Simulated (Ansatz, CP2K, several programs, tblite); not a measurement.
Energy against volume for NaH, CsCl type, at fixed shape and fractional coordinates, computed by several methods (PBE and r2SCAN, where shown, with plane waves in Ansatz); the cell shown is that of r2SCAN. Space group Pm-3m (No. 221), cubic; conventional cell a = 2.932 Å, 12.61 Å³ an atom. Na is surrounded by 8 H at 2.54 Å; H is surrounded by 8 Na at 2.54 Å. The calculation is spin-unpolarised, and the structure need not be a phase that has been made. Energies count from each curve's lowest point; fits are third-order Birch-Murnaghan.

```
Na H
1.0
     2.93239    0.00000    0.00000
     0.00000    2.93239    0.00000
     0.00000    0.00000    2.93239
Na H
1 1
Cartesian
  0.0000 0.0000 0.0000
  1.4662 1.4662 1.4662
```

PBE/DZVP (CP2K), on the shape of the cell shown:
```
V (Å³/atom)  E (meV/atom)
     11.095         13.56
     11.851          0.00
     12.608          3.92
     13.364          8.31
     14.121         21.21
```
This method closes the gap of a crystal that DFT finds insulating, so its curve rests on a wrong state.
The points scatter about a smooth fit, so no fit is quoted.

PBE/SZV (CP2K), on the shape of the cell shown:

| V (Å³/atom) | E (meV/atom) |
| --- | --- |
| 11.095 | 13.75 |
| 11.851 | 0.00 |
| 12.608 | 7.60 |
| 13.364 | 16.28 |
| 14.121 | 34.89 |

This method closes the gap of a crystal that DFT finds insulating, so its curve rests on a wrong state.
The points scatter about a smooth fit, so no fit is quoted.

Task: PBE, on the shape of its own relaxed cell, gives
```tsv
V (Å³/atom)	E (meV/atom)
12.251	3.75
12.642	0.87
13.033	0.00
13.424	0.87
13.815	3.28
```
What equilibrium volume and bulk modulus follow?

Result: V₀ = 13.02 Å³ an atom and B₀ = 24 GPa.

GFN1-xTB (tblite), on the shape of the cell shown, as a cluster of 54 atoms at the zone centre:
```csv
V (Å³/atom),E (meV/atom)
11.095,89.87
11.851,53.20
12.608,28.33
13.364,11.46
14.121,0.00
```
The lowest point is an end point, so the minimum isn't bracketed.

light PBE (260 eV, its own mesh), on the shape of the cell shown:
```
V (Å³/atom)  E (meV/atom)
     11.599         27.73
     12.103          7.55
     12.608          0.00
     13.112          4.21
     13.616          0.20
     14.121         17.11
```
The points scatter about a smooth fit, as a low cutoff and a light mesh can make them, so no fit is quoted.
